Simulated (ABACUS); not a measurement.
# NaH (Fm-3m) in ABACUS: equation of state

How stiff is NaH in PBE, and what volume does it want? The cell is scaled to several volumes.

Program: ABACUS 3.10.1. These are calculated values, not measurements. Logs are shortened: lines on timing, memory, paths and dates and some standing lists are left out, and cuts for length are marked.

## (1) Starting point

It takes space group Fm-3m (No. 225, cubic). Conventional cell: a = 4.880 Å, b = 4.880 Å, c = 4.880 Å, α = 90.00°, β = 90.00°, γ = 90.00°. Around Na (site symmetry m-3m) lie 6 H at 2.44 Å. H (site symmetry m-3m) is surrounded by 6 Na at 2.44 Å.

## (2) Equation of state, PBE, 13.66 Å³/atom (volume scaled by 0.94)

The input, INPUT:

```
INPUT_PARAMETERS
suffix              NaH
calculation         scf
basis_type          pw
pseudo_dir          ./
symmetry            1
dft_functional      pbe
ecutwfc             89
pseudo_rcut         10
nspin               1
nbands              9
ks_solver           dav
smearing_method     fd
smearing_sigma      0.00367493
scf_thr             1e-08
scf_nmax            100
mixing_type         broyden
mixing_beta         0.7
cal_force           1
cal_stress          1
kpar                4
```

The input, STRU:

```
ATOMIC_SPECIES
Na 22.9898 Na.upf
H 1.0080 H.upf

LATTICE_CONSTANT
1.8897261246

LATTICE_VECTORS
0.0000000000 2.3901901053 2.3901901053
2.3901901053 0.0000000000 2.3901901053
2.3901901053 2.3901901053 0.0000000000

ATOMIC_POSITIONS
Direct

Na
0.0
1
0.0000000000 0.0000000000 0.0000000000 1 1 1

H
0.0
1
0.5000000000 0.5000000000 0.5000000000 1 1 1
```

The input, KPT:

```
K_POINTS
0
Gamma
9 9 9 0 0 0
```

Potentials or basis: PseudoDojo NC SR 0.4.1 PBE standard, plane waves.

Command:

```bash
OMP_NUM_THREADS=1 mpirun -np 4 abacus > log
```

running log:

```text
ABACUS v3.10.1

               Atomic-orbital Based Ab-initio Computation at UStc

 ------------------------------------------------------------------------------------

 READING GENERAL INFORMATION
                           global_out_dir = OUT.NaH/
                           global_in_card = INPUT
                               pseudo_dir = ./
                              orbital_dir =
                                    DSIZE = 4
                                    GSIZE = 1

 READING UNITCELL INFORMATION
                                    ntype = 2
                  lattice constant (Bohr) = 1.88973
              lattice constant (Angstrom) = 1

 READING ATOM TYPE 1
                               atom label = Na
                      L=0, number of zeta = 1
                      L=1, number of zeta = 1
                      L=2, number of zeta = 1
             number of atom for this type = 1

 READING ATOM TYPE 2
                               atom label = H
                      L=0, number of zeta = 1
                      L=1, number of zeta = 1
                      L=2, number of zeta = 1
             number of atom for this type = 1

                        TOTAL ATOM NUMBER = 2
DIRECT COORDINATES
    atom                   x                   y                   z     mag                  vx                  vy                  vz
taud_Na1            0.0000000000        0.0000000000        0.0000000000  0.0000        0.0000000000        0.0000000000        0.0000000000
taud_H1            0.5000000000        0.5000000000        0.5000000000  0.0000        0.0000000000        0.0000000000        0.0000000000

                          Volume (Bohr^3) = 184.299
                             Volume (A^3) = 27.3103

 Lattice vectors: (Cartesian coordinate: in unit of a_0)
                   +0            +2.39019            +2.39019
             +2.39019                  +0            +2.39019
             +2.39019            +2.39019                  +0
 Reciprocal vectors: (Cartesian coordinate: in unit of 2 pi/a_0)
            -0.209188           +0.209188           +0.209188
            +0.209188           -0.209188           +0.209188
            +0.209188           +0.209188           -0.209188
 The esolver type has been set to : ksdft_pw

                PAO radial cut off (Bohr) = 10

 Read in pseudopotential file is Na.upf
                     pseudopotential type = NC
          exchange-correlation functional = PBE
                 nonlocal core correction = 0
                        valence electrons = 9
                                     lmax = 1
                           number of zeta = 3
                     number of projectors = 4
                           L of projector = 0
                           L of projector = 0
                           L of projector = 1
                           L of projector = 1
                PAO radial cut off (Bohr) = 10

 Read in pseudopotential file is H.upf
                     pseudopotential type = NC
          exchange-correlation functional = PBE
                 nonlocal core correction = 0
                        valence electrons = 1
                                     lmax = 1
                           number of zeta = 1
                     number of projectors = 3
                           L of projector = 0
                           L of projector = 0
                           L of projector = 1
     initial pseudo atomic orbital number = 6

 SETUP THE ELECTRONS NUMBER
            electron number of element Na = 9
      total electron number of element Na = 9
             electron number of element H = 1
       total electron number of element H = 1
            AUTOSET number of electrons:  = 10
                           occupied bands = 5
                                   NBANDS = 9
                                   NLOCAL = 18

%%%%%%%%%%%%%%%%%%%%%%%%%%%%%%%%%%%%%%%%%%%%%%%%%%%%%%%%%%%%%%%%%%%%%%%%%%%%%%%%%%%%%%%%%%%%%%%%%%%%%%%%%%
 Warning: the number of valence electrons in pseudopotential > 1 for Na: [Ne] 3s1
 Pseudopotentials with additional electrons can yield (more) accurate outcomes, but may be less efficient.
 If you're confident that your chosen pseudopotential is appropriate, you can safely ignore this warning.
%%%%%%%%%%%%%%%%%%%%%%%%%%%%%%%%%%%%%%%%%%%%%%%%%%%%%%%%%%%%%%%%%%%%%%%%%%%%%%%%%%%%%%%%%%%%%%%%%%%%%%%%%%

 SETUP THE PLANE WAVE BASIS
 energy cutoff for charge/potential (unit:Ry) = 356
            fft grid for charge/potential = [ 40, 40, 40 ]
                        fft grid division = [ 1, 1, 1 ]
        big fft grid for charge/potential = [ 40, 40, 40 ]
                                     nbxx = 64000
                                     nrxx = 64000

 SETUP PLANE WAVES FOR CHARGE/POTENTIAL
                    number of plane waves = 20827
                         number of sticks = 1003

 PARALLEL PW FOR CHARGE/POTENTIAL
     PROC   COLUMNS(POT)             PW
        1           1003          20827
 --------------- sum -------------------
        1           1003          20827
                            number of |g| = 247
                                  max |g| = 31.9884
                                  min |g| = 0

----------- Double Check Mixing Parameters Begin ------------
mixing_type: broyden
mixing_beta: 0.7
mixing_gg0: 1
mixing_gg0_min: 0.1
mixing_ndim: 8
----------- Double Check Mixing Parameters End ------------

 LATTICE VECTORS: (CARTESIAN COORDINATE: IN UNIT OF A0)
                   +0            +2.39019            +2.39019
             +2.39019                  +0            +2.39019
             +2.39019            +2.39019                  +0
                       right hand lattice = 1
                                   NORM_A = 3.38024
                                   NORM_B = 3.38024
                                   NORM_C = 3.38024
                           ALPHA (DEGREE) = 60
                           BETA  (DEGREE) = 60
                           GAMMA (DEGREE) = 60

 The lattice vectors have been changed (STRU_SIMPLE.cif)

(for optimal symmetric configuration:)
                             BRAVAIS TYPE = 3
                     BRAVAIS LATTICE NAME = 03. Cubic F (face-centered)
                                    ibrav = 3
                                    IBRAV = 3
                                  BRAVAIS = FACE CENTERED CUBIC
                       LATTICE CONSTANT A = 4.78038
Original cell was already a primitive cell.
                        ROTATION MATRICES = 48
              PURE POINT GROUP OPERATIONS = 48
                   SPACE GROUP OPERATIONS = 48
                              POINT GROUP = O_h
               POINT GROUP IN SPACE GROUP = O_h

 SETUP K-POINTS
                                    nspin = 1
                   Input type of k points = Monkhorst-Pack(Gamma)
                                   nkstot = 729
                       right hand lattice = 1
(for reciprocal lattice: )
                             BRAVAIS TYPE = 2
                     BRAVAIS LATTICE NAME = 02. Cubic I (body-centered)
                                    ibrav = 2
                       right hand lattice = 1
(for k-lattice: )
                             BRAVAIS TYPE = 2
                     BRAVAIS LATTICE NAME = 02. Cubic I (body-centered)
                                    ibrav = 2
                       right hand lattice = 1
                        ROTATION MATRICES = 48
                               nkstot_ibz = 35
K-POINTS REDUCTION ACCORDING TO SYMMETRY
     IBZ    DIRECT_X    DIRECT_Y    DIRECT_Z  WEIGHT  ibz2bz
       1  0.00000000  0.00000000  0.00000000  0.0014       0
       2  0.11111111  0.11111111  0.11111111  0.0110       1
       3  0.22222222  0.22222222  0.22222222  0.0110       2
       4  0.33333333  0.33333333  0.33333333  0.0110       3
       5  0.44444444  0.44444444  0.44444444  0.0110       4
       6  0.11111111  0.11111111  0.00000000  0.0082      10
[... 22 lines left out ...]
      29  0.44444444  0.33333333  0.11111111  0.0329     112
      30 -0.44444444  0.44444444  0.22222222  0.0658     113
[... 5 further k points ...]

                               nkstot now = 35
[... K-POINTS DIRECT COORDINATES: 35 rows ...]

           k-point number in this process = 9
       minimum distributed K point number = 8
[... stars of the k points ...]

[... K-POINTS CARTESIAN COORDINATES: 9 rows ...]

[... K-POINTS DIRECT COORDINATES: 9 rows ...]

 SETUP PLANE WAVES FOR WAVE FUNCTIONS
     energy cutoff for wavefunc (unit:Ry) = 89
              fft grid for wave functions = [ 40, 40, 40 ]
                    number of plane waves = 3119
                         number of sticks = 283

 PARALLEL PW FOR WAVE FUNCTIONS
     PROC   COLUMNS(POT)             PW
        1            283           3119
 --------------- sum -------------------
        1            283           3119

 SETUP NONLOCAL PSEUDOPOTENTIALS IN PLANE WAVE BASIS
 Na non-local projectors:
 projector 1 L=0
 projector 2 L=0
 projector 3 L=1
 projector 4 L=1
 H non-local projectors:
 projector 1 L=0
 projector 2 L=0
 projector 3 L=1
      TOTAL NUMBER OF NONLOCAL PROJECTORS = 13

 Init Non-Local PseudoPotential table :
 Init Non-Local-Pseudopotential done.

                                     npwx = 2653

 Make real space PAO into reciprocal space.
       max mesh points in Pseudopotential = 1001
     dq(describe PAO in reciprocal space) = 0.01
                                    max q = 1136

 number of pseudo atomic orbitals for Na is 3
WARNING: norm of atomic wavefunction # 3 of atomic type Na is 0.996862, renormalized

 number of pseudo atomic orbitals for H is 1
WARNING: norm of atomic wavefunction # 1 of atomic type H is 0.999995, renormalized

 -------------------------------------------
 SELF-CONSISTENT
 -------------------------------------------
                                 init_chg = atomic

 PW ALGORITHM --------------- ION=   1  ELEC=   1--------------------------------
 Notice: Threshold on eigenvalues was too large.
 hsover_error=0.1 > DRHO=0.0918133
 Origin diag ethr = 0.01
 New diag ethr = 0.000918133

 Density error is 0.0919240010569
                          Error Threshold = 0.000918133081891
----------------------------------------------------------
     Energy           Rydberg                 eV
----------------------------------------------------------
 E_KohnSham     -92.6124535832       -1260.0570744921
 E_Harris       -93.5099451935       -1272.2680742999
 E_Fermi        0.0681326068         0.9269916726
----------------------------------------------------------
[... 51 lines left out ...]
 Density error is 2.2349439092e-09
                          Error Threshold = 4.68563250672e-10
----------------------------------------------------------
     Energy           Rydberg                 eV
----------------------------------------------------------
 E_KohnSham     -92.6230167595       -1260.2007938787
 E_KS(sigma->0) -92.6230167595       -1260.2007938787
 E_Harris       -92.6226199196       -1260.1953945951
 E_band         -16.6285972021       -226.2436716958
 E_one_elec     -70.8536340830       -964.0131475364
 E_Hartree      36.5132366218        496.7880704791
 E_xc           -14.4934907424       -197.1940580065
 E_Ewald        -43.7891285559       -595.7816588150
 E_entropy(-TS) 0.0000000000         0.0000000000
 E_descf        0.0000000000         0.0000000000
 E_exx          0.0000000000         0.0000000000
 E_Fermi        0.2100473996         2.8578414852
----------------------------------------------------------

 charge density convergence is achieved
 final etot is -1260.2007939 eV
 EFERMI = 2.8578414852 eV

 STATE ENERGY(eV) AND OCCUPATIONS    NSPIN == 1
 1/9 kpoint (Cartesian) = 0.0000 0.0000 0.0000 (2637 pws)
       1       -49.2747     0.00274348
       2       -21.1673     0.00274348
       3       -21.1673     0.00274348
       4       -21.1673     0.00274348
       5       -2.79079     0.00274348
       6        11.6202    2.13292e-79
       7        16.8249        0.00000
       8        16.8249        0.00000
       9        16.8249        0.00000
[... 45 lines left out ...]
 6/9 kpoint (Cartesian) = 0.0000 0.0000 0.046486 (2653 pws)
       1       -49.2735      0.0164609
       2       -21.1794      0.0164609
       3       -21.1714      0.0164609
       4       -21.1714      0.0164609
       5       -2.50244      0.0164609
       6        10.7837    2.36097e-71
       7        14.9881        0.00000
       8        15.0117        0.00000
       9        15.0117        0.00000

[... levels at 3 further k points ...]

------------------------------------------------------------------------------------------
 TOTAL-FORCE (eV/Angstrom)
------------------------------------------------------------------------------------------
                       Na1         0.0000000000         0.0000000000         0.0000000000
                        H1         0.0000000000         0.0000000000         0.0000000000
------------------------------------------------------------------------------------------

----------------------------------------------------------------
 TOTAL-STRESS (KBAR)
----------------------------------------------------------------
         8.4244550136         0.0000000000         0.0000000000
         0.0000000000         8.4244550136        -0.0000000000
         0.0000000000        -0.0000000000         8.4244550136
----------------------------------------------------------------
 TOTAL-PRESSURE: 8.424455 KBAR

 --------------------------------------------
 !FINAL_ETOT_IS -1260.2007938787380681 eV
 --------------------------------------------
```

It took 3.2 s on 4 MPI ranks of Intel Xeon Platinum 8488C (Sapphire Rapids), shared host; peak memory 0.28 GiB.

Results:

```
Free energy            : -1260.2008 eV
Pressure               : 0.8 GPa
Band gap on the k mesh : 4.13 eV, indirect (least direct gap 4.85 eV)
```

Caveat: an odd mesh through Γ misses points on the zone boundary, where band edges often lie.

## (3) Equation of state, PBE, 13.95 Å³/atom (volume scaled by 0.96)

INPUT is that of step 2.

Changes to STRU since step 2:

```diff
@@ -8,5 +8,5 @@
 LATTICE_VECTORS
-0.0000000000 2.3901901053 2.3901901053
-2.3901901053 0.0000000000 2.3901901053
-2.3901901053 2.3901901053 0.0000000000
+0.0000000000 2.4070229845 2.4070229845
+2.4070229845 0.0000000000 2.4070229845
+2.4070229845 2.4070229845 0.0000000000
```

KPT is that of step 2.

Potentials or basis: PseudoDojo NC SR 0.4.1 PBE standard, plane waves.

Command:

```bash
OMP_NUM_THREADS=1 mpirun -np 4 abacus > log
```

Wall time 3.2 s (4 MPI ranks of Intel Xeon Platinum 8488C (Sapphire Rapids), shared host); peak memory 0.28 GiB.

It converged, with:

* Free energy: -1260.2028 eV
* Pressure: 0.3 GPa
* Band gap on the k mesh: 4.09 eV, indirect (least direct gap 4.80 eV)

Caveat: an odd mesh through Γ misses points on the zone boundary, where band edges often lie.

## (4) Equation of state, PBE, 14.24 Å³/atom (volume scaled by 0.98)

INPUT is that of step 3.

Changes to STRU since step 3:

```diff
@@ -8,5 +8,5 @@
 LATTICE_VECTORS
-0.0000000000 2.4070229845 2.4070229845
-2.4070229845 0.0000000000 2.4070229845
-2.4070229845 2.4070229845 0.0000000000
+0.0000000000 2.4236236676 2.4236236676
+2.4236236676 0.0000000000 2.4236236676
+2.4236236676 2.4236236676 0.0000000000
```

KPT is that of step 3.

Command:

```bash
OMP_NUM_THREADS=1 mpirun -np 4 abacus > log
```

It took 3.3 s on 4 MPI ranks of Intel Xeon Platinum 8488C (Sapphire Rapids), shared host; peak memory 0.28 GiB.

The run converged. Its results:

| Item | Value |
| --- | --- |
| Free energy | -1260.2030 eV |
| Pressure | -0.2 GPa |
| Band gap on the k mesh | 4.05 eV, indirect (least direct gap 4.75 eV) |

Caveat: an odd mesh through Γ misses points on the zone boundary, where band edges often lie.

## (5) Equation of state, PBE, 14.53 Å³/atom

INPUT is that of step 4.

Changes to STRU since step 4:

```diff
@@ -8,5 +8,5 @@
 LATTICE_VECTORS
-0.0000000000 2.4236236676 2.4236236676
-2.4236236676 0.0000000000 2.4236236676
-2.4236236676 2.4236236676 0.0000000000
+0.0000000000 2.4400000000 2.4400000000
+2.4400000000 0.0000000000 2.4400000000
+2.4400000000 2.4400000000 0.0000000000
```

KPT is that of step 4.

Command:

```bash
OMP_NUM_THREADS=1 mpirun -np 4 abacus > log
```

It took 3.3 s on 4 MPI ranks of Intel Xeon Platinum 8488C (Sapphire Rapids), shared host; peak memory 0.28 GiB.

It converged, with:

| Item | Value |
| --- | --- |
| Free energy | -1260.2016 eV |
| Pressure | -0.6 GPa |
| Band gap on the k mesh | 4.01 eV, indirect (least direct gap 4.71 eV) |

Caveat: an odd mesh through Γ misses points on the zone boundary, where band edges often lie.

## (6) Equation of state, PBE, 14.82 Å³/atom (volume scaled by 1.02)

INPUT is that of step 5.

Changes to STRU since step 5:

```diff
@@ -8,5 +8,5 @@
 LATTICE_VECTORS
-0.0000000000 2.4400000000 2.4400000000
-2.4400000000 0.0000000000 2.4400000000
-2.4400000000 2.4400000000 0.0000000000
+0.0000000000 2.4561594113 2.4561594113
+2.4561594113 0.0000000000 2.4561594113
+2.4561594113 2.4561594113 0.0000000000
```

KPT is that of step 5.

Potentials or basis: PseudoDojo NC SR 0.4.1 PBE standard, plane waves.

Command:

```bash
OMP_NUM_THREADS=1 mpirun -np 4 abacus > log
```

Wall time 3.3 s (4 MPI ranks of Intel Xeon Platinum 8488C (Sapphire Rapids), shared host); peak memory 0.28 GiB.

Results (log left out):

| Property | Result |
| --- | --- |
| Free energy | -1260.1986 eV |
| Pressure | -1.0 GPa |
| Band gap on the k mesh | 3.98 eV, indirect (least direct gap 4.66 eV) |

Caveat: an odd mesh through Γ misses points on the zone boundary, where band edges often lie.

## (7) Equation of state, PBE, 15.11 Å³/atom (volume scaled by 1.04)

INPUT is that of step 6.

Changes to STRU since step 6:

```diff
@@ -8,5 +8,5 @@
 LATTICE_VECTORS
-0.0000000000 2.4561594113 2.4561594113
-2.4561594113 0.0000000000 2.4561594113
-2.4561594113 2.4561594113 0.0000000000
+0.0000000000 2.4721089453 2.4721089453
+2.4721089453 0.0000000000 2.4721089453
+2.4721089453 2.4721089453 0.0000000000
```

KPT is that of step 6.

Command:

```bash
OMP_NUM_THREADS=1 mpirun -np 4 abacus > log
```

It took 3.4 s on 4 MPI ranks of Intel Xeon Platinum 8488C (Sapphire Rapids), shared host; peak memory 0.28 GiB.

Results (log left out):

```
Free energy            : -1260.1943 eV
Pressure               : -1.4 GPa
Band gap on the k mesh : 3.94 eV, indirect (least direct gap 4.62 eV)
```

Caveat: an odd mesh through Γ misses points on the zone boundary, where band edges often lie.

## (8) Equation of state, PBE, 15.40 Å³/atom (volume scaled by 1.06)

INPUT is that of step 7.

Changes to STRU since step 7:

```diff
@@ -8,5 +8,5 @@
 LATTICE_VECTORS
-0.0000000000 2.4721089453 2.4721089453
-2.4721089453 0.0000000000 2.4721089453
-2.4721089453 2.4721089453 0.0000000000
+0.0000000000 2.4878552867 2.4878552867
+2.4878552867 0.0000000000 2.4878552867
+2.4878552867 2.4878552867 0.0000000000
```

KPT is that of step 7.

Command:

```bash
OMP_NUM_THREADS=1 mpirun -np 4 abacus > log
```

Wall time 3.6 s (4 MPI ranks of Intel Xeon Platinum 8488C (Sapphire Rapids), shared host); peak memory 0.32 GiB.

The run converged. Its results:

```yaml
Free_energy: -1260.1887 eV
Pressure: -1.7 GPa
Band_gap_on_the_k_mesh: 3.91 eV, indirect (least direct gap 4.58 eV)
```

Caveat: an odd mesh through Γ misses points on the zone boundary, where band edges often lie.

## (9) Equation of state, PBE

Potentials or basis: PseudoDojo NC SR 0.4.1 PBE standard, plane waves.

No new run: the results of the series are fitted here.

What came out:

| Quantity | Value |
| --- | --- |
| Equilibrium volume | 14.12 Å³/atom |
| Bulk modulus | 23 GPa |
| Pressure derivative of the bulk modulus | 3.7 |

Energy against volume, from the lowest point:
```csv
volume (Å³/atom),energy (meV/atom)
13.655,1.13
13.946,0.10
14.236,0.00
14.527,0.73
14.817,2.21
15.108,4.38
15.398,7.17
```
